**Q.** I have a shear scan of tantalum nitride in the WC-type structure, computed with PBEsol and no spin polarisation. The row at −0.06 costs 27.5 meV/atom and the row at +0.045 costs 15.3. Does the crystal prefer one sense of shear?

TaN (P-6m2, a = 2.938, c = 2.883 Å, not relaxed at this level) under engineering xy shear with fractional coordinates fixed. Computed with Ansatz 0.2.0: plane-wave PAW, scalar-relativistic PBEsol without spin polarisation, 420 eV cutoff, 18×18×16 k mesh, 0.15 eV Gaussian smearing. Energies are free energies relative to zero strain; pressure is positive in compression.

```
strain  energy change (meV/atom)  tensile stress along pattern (GPa)  pressure (GPa)
 -0.06                      27.5                              -14.05           -3.91
 -0.03                       6.7                               -6.81           -4.62
     0                       0.0                                0.00           -4.87
 0.015                       1.6                                3.33           -4.81
 0.045                      15.3                               10.39           -4.32
```

**A.** It doesn't, and symmetry gives the reason. The strain is the engineering shear $\gamma = 2\varepsilon_{xy}$, the change in radians of the right angle between $x$ and $y$ in the hexagonal plane. The crystal has a mirror that sends $x$ to $-x$, which turns $+\gamma$ into $-\gamma$. Energy and pressure must therefore be even in $\gamma$, and the xy shear stress $\tau$, printed as tensile stress along pattern, must be odd. The two end rows differ because their magnitudes differ, so the rows should be read in order of $|\gamma|$.

The numbers fit this reading. In order of magnitude the signs alternate, yet energy, pressure and $|\tau|$ each rise at every step, and $\tau$ carries the sign of the strain in every strained row. From −0.03 to −0.06 the energy grows by $27.5/6.7 \approx 4.1$ and the stress by a little more than two. That is a parabola and a straight line, each bending slightly upward.

**Q.** What do the atoms do that makes the energy a parabola?

**A.** Each Ta sits in a trigonal prism of six N at 2.226 Å, and the six bonds point in three directions when projected on the plane. The shear stretches one diagonal of the plane and compresses the other, so it sorts the bonds into three pairs. At −0.06 one pair shortens by 1.49 %, one lengthens by 1.52 % and the third changes by 0.03 %. The first-order changes of the short and long pairs are equal and opposite, their first-order energies cancel, and the leading cost goes as the square of the strain.

The geometry can be checked against the runs. The short pair computed from the strained cell matches the shortest Ta–N distance of all four strained runs to the last digit, 2.193 Å at −0.06. Reversing the shear swaps the short and the long pair, which is the mirror seen bond by bond. The stiffness is the in-plane shear constant $C_{66} = (C_{11} - C_{12})/2$. The ratio $\tau/\gamma$ tends to it as the strain goes to zero, and runs from 222 to 234 GPa over the sampled magnitudes.

**Q.** With $E = \tfrac12 V_0 C\gamma^2$, where $V_0$ is the volume per atom, I get 227 GPa from the energy at −0.06, but 234 GPa from stress over strain. Which one is wrong?

**A.** Neither, since the two quantities are tied by the work done, and they are sure to coincide only for a linear crystal that starts free of stress. This cell wasn't relaxed: its pressure at zero strain is −4.87 GPa, so it starts stretched. Take the deformation as the symmetric matrix $F$ with 1 on the diagonal and $\gamma/2$ in the xy places, and let $\sigma$ be the stress counted positive in tension. The work per atom is

$$\frac{dE}{d\gamma} = V_0\,J\,\mathrm{tr}\!\left(\sigma\,\frac{dF}{d\gamma}F^{-1}\right), \qquad J = \det F = 1 - \gamma^2/4 .$$

The in-plane block of $F^{-1}$ is the same matrix with $-\gamma/2$ off the diagonal, divided by $J$, so $J$ cancels and

$$\frac{dE}{d\gamma} = V_0\left[\tau - \frac{\gamma}{4}\left(\sigma_{xx} + \sigma_{yy}\right)\right].$$

The second term has a plain meaning. The shear shrinks the area of the cell by $\gamma^2/4$, a stretched crystal lowers its energy by shrinking, and the shear comes a little cheaper than $\tau$ alone suggests. At small strain the term lowers the energy value of the stiffness by half the in-plane tension, 2.4 GPa here. A cell that started compressed would show the shift with the opposite sign.

**Q.** Can you work that through for the −0.06 row?

**A.** The mirror puts the five stresses on an even grid in $|\gamma|$ with step 0.015, so Simpson's rule gives the work of the shear stress:

$$\frac{0.015}{3}\left(0 + 4\cdot 3.33 + 2\cdot 6.81 + 4\cdot 10.39 + 14.05\right) = 0.41275\ \text{GPa}.$$

One GPa acting on this volume per atom is 67.26 meV, so the work is 27.76 meV/atom, above the 27.5 of the table by more than its rounding. The diagonal term supplies the difference. The runs give an in-plane tension of 4.79 GPa along both axes at zero strain, and holding it constant gives

$$\frac{0.06^2}{8}\times 2 \times 4.79 \times 67.26 = 0.29\ \text{meV/atom}.$$

The tension falls as the shear grows, and integrating the computed values gives 0.25 instead. With the stresses to more digits and a cubic spline through them, the full formula yields 27.517 meV/atom against a computed 27.521. It has no adjustable constant and matches all four strained rows to 0.004 meV/atom or better, as the output printed after this text lists. This agreement shows that energies and stresses describe the same surface and that the energy feels the starting tension. Whether tantalum nitride in nature has that tension at this cell size is a separate matter, since the datasets were made for PBE and the effect of the cutoff is untested.

In stiffness terms the diagonal part at −0.06 is $2 \times 0.251/(67.26 \times 0.06^2) = 2.1$ GPa out of a gap of 6.8. The remaining 4.7 GPa arises because the curve stiffens. The ratio $\tau/\gamma$ is taken at the end of the path, while the energy averages over the softer start as well.

**Q.** A shear should leave the pressure alone. Why does it climb from −4.87 to −3.91 GPa?

**A.** It leaves the pressure alone to first order, and the mirror allows a rise as $\gamma^2$. The numbers show that law closely: the rise divided by $\gamma^2$ stays between 267 and 270 GPa in all four strained rows. The cell does lose volume, 0.09 % at −0.06, but accounting for the whole rise that way would take a bulk modulus of about 1070 GPa. Diamond has roughly 440 GPa (a recalled figure), so for a nitride softer than diamond the volume loss carries less than half of the effect.

A likely cause of the larger part is anharmonicity between neighbouring atoms, which is argued here and not tested. Write the outward push of a bond stretched by $\delta$ as $-k\delta + b\delta^2$, with $k$ the force constant and $b > 0$ because repulsion steepens at short range. A pair at $-\delta$ and a pair at $+\delta$ cancel in the linear term and add in the quadratic one, which leaves a net outward push growing as $\gamma^2$. The turning of the bonds leaves an inward pull of the same order. Where the push outweighs it, a sheared crystal held at nearly fixed volume presses on its walls, and in this stretched cell the push appears as a loss of tension. The directions speak against the Ta–N bonds as the main source. Their short and long pairs lie closer to $x$ than to $y$ and also lean along $z$, so their extra push would be weakest along $y$. At −0.06 the rise over $\gamma^2$ is instead 514 GPa along $y$, 197 along $x$ and 89 along the unstrained $z$ axis. Pairs of like atoms within a layer fit better, since the ones that the shear shortens and lengthens lie closer to $y$ and have no part along $z$. No run separates their share from that of the conduction electrons.

**Q.** Then the same anharmonicity should explain why stress over strain rises. Does it?

**A.** Not through the same term. In the shear stress the pushes $b\delta^2$ of the short and the long pair cancel to leading order, while the linear parts add. A rise comes at the next order in the strain, where the next term of the bond force, which stiffens a typical bond, acts together with the turning of the bonds. The computed shape is irregular besides. An odd, smooth stress begins as $\tau/\gamma = C + D\gamma^2$, with $D$ a higher-order constant, and on this grid the steps between successive magnitudes would grow as 3:5:7. The computed steps shrink instead, from 4.76 through 3.88 to 3.22 GPa, where the square law would have reached 11.1 at the last step. The stiffening is fastest among the smallest strains sampled and then slows, with a total rise of 5.3 % and no softening within the scan. The energies show the same slowing and the work integral ties them to the stresses, so the feature belongs to the computed energy surface.

Its cause is a guess. All rows have zero gap on the mesh, and shear lowers the symmetry from P-6m2 to Pm, which can split and shift bands at the Fermi level. The difference between the free energy change and its zero-smearing estimate tracks the partly occupied states, and it runs 0.022, 0.027, 0.011 and −0.025 meV/atom with growing $|\gamma|$. A slow, smooth change would go as $\gamma^2$ and keep its sign, so the occupations seem to rearrange within this range of strain, though the differences are tiny. That such a rearrangement causes the early stiffening is untested, and higher-order bond terms of alternating sign would also pass through four points.

Among the strained rows, the smearing matters most for the stiffness at 0.015. Its free energy gives 218.0 GPa and the zero-smearing estimate 215.1 GPa, whereas at −0.06 the two differ by only about 0.2 GPa. The zero-smearing values also rise in shrinking steps, so the smearing term alone doesn't make the irregular shape, though part of it may still be an artefact of the k mesh. Spin-orbit coupling is absent as well, and for an element as heavy as Ta it acts on the same bands.

**Q.** What number should I carry away for the shear stiffness, and which way is it biased?

**A.** About 220 GPa at zero temperature for this unrelaxed cell with its atoms clamped, uncertain by a few GPa from the extrapolation to zero strain alone. Carrying the two smallest magnitudes back to zero strain gives 220.7 GPa with a square law and 217.5 GPa with a linear one, and the irregular shape leaves the choice open. Two biases of opposite sign are argued by theory and untested here.

The first is that the atoms were carried along with the cell. The structure has no inversion centre, so shear may push the Ta and N sublattices against each other at first order, and the runs show it: the force along $x$ is close to linear in the strain, 1.57 to 1.74 eV/Å per unit strain, while the force along $y$ is even and close to quadratic. Letting the atoms follow that force can only lower the energy, at order $\gamma^2$, so the relaxed $C_{66}$ lies below this clamped-ion value. In a structure with every atom on an inversion centre the linear force would vanish and the two values would agree.

The second is the stretched start. The pressure is minus the volume derivative of the energy, so a pressure that rises under shear by more than the volume loss explains means that the shear energy grows as the cell shrinks. A cell relaxed to zero pressure in this calculation would be smaller and, by that relation, stiffer in shear.

Numerical output:

```
volume 10.776 A^3/atom; 1 GPa = 67.26 meV/atom
strain, ordered by magnitude                   0.015   -0.030    0.045   -0.060
stress/strain, table (GPa)                     222.0    227.0    230.9    234.2
  rounding uncertainty (GPa)                    0.33     0.17     0.11     0.08
stress/strain, more digits (GPa)              222.29   227.04   230.92   234.14
  steps between magnitudes (GPa)                4.76     3.88     3.22
  steps if growing as strain^2 (GPa)            4.76     7.93    11.10
  total rise 11.8 GPa = 5.3 %
  zero-strain value from two smallest: 220.7 (strain^2), 217.5 (linear) GPa
local slope of stress per interval (GPa)       222.3    231.8    238.7    243.8
2E/(V g^2), table energies (GPa)               211.5    221.4    224.7    227.2
  rounding uncertainty (GPa)                     6.6      1.7      0.7      0.4
2E/(V g^2), free energy, more digits (GPa)     218.0    221.6    224.6    227.3
2E/(V g^2), zero-smearing energy (GPa)         215.1    220.8    224.5    227.5
  rise: free 9.3, zero-smearing 12.4 GPa
free minus zero-smearing (meV/atom)            0.022    0.027    0.011   -0.025
stress/strain minus energy value (GPa)           4.3      5.4      6.3      6.8
half the in-plane tension at zero strain 2.40 GPa
computed free energy (meV/atom)                1.649    6.708   15.298   27.521
work of shear stress alone (meV/atom)          1.668    6.776   15.446   27.769
  minus computed                               0.019    0.068    0.148    0.248
work with diagonal stress term (meV/atom)      1.650    6.706   15.295   27.517
  minus computed                               0.001   -0.002   -0.002   -0.004
  size of diagonal term (meV/atom)            -0.018   -0.070   -0.151   -0.251
table energies are rounded to +-0.05 meV/atom
pressure rise, table (GPa, +-0.01)              0.06     0.25     0.55     0.96
pressure rise/strain^2, more digits (GPa)      266.9    269.6    269.3    266.9
  xx rise/strain^2 (GPa)                       199.9    229.3    217.4    197.2
  yy rise/strain^2 (GPa)                       513.9    487.1    497.5    514.4
  zz rise/strain^2 (GPa)                        86.9     92.3     93.2     89.0
volume change -g^2/4 (%)                     -0.0056  -0.0225  -0.0506  -0.0900
bulk modulus needed if volume alone did it: 1073 GPa
unstrained Ta-N 2.226 A
short pair from geometry (A)                   2.218    2.209    2.201    2.193
shortest distance in the runs (A)              2.218    2.209    2.201    2.193
  short pair change (%)                        -0.38    -0.75    -1.12    -1.49
  middle pair change (%)                        0.00     0.01     0.01     0.03
  long pair change (%)                          0.38     0.76     1.14     1.52
force x / strain (eV/A)                         1.57     1.60     1.65     1.74
force y / strain^2 (eV/A)                       -7.1     -7.4     -7.9     -8.3
```
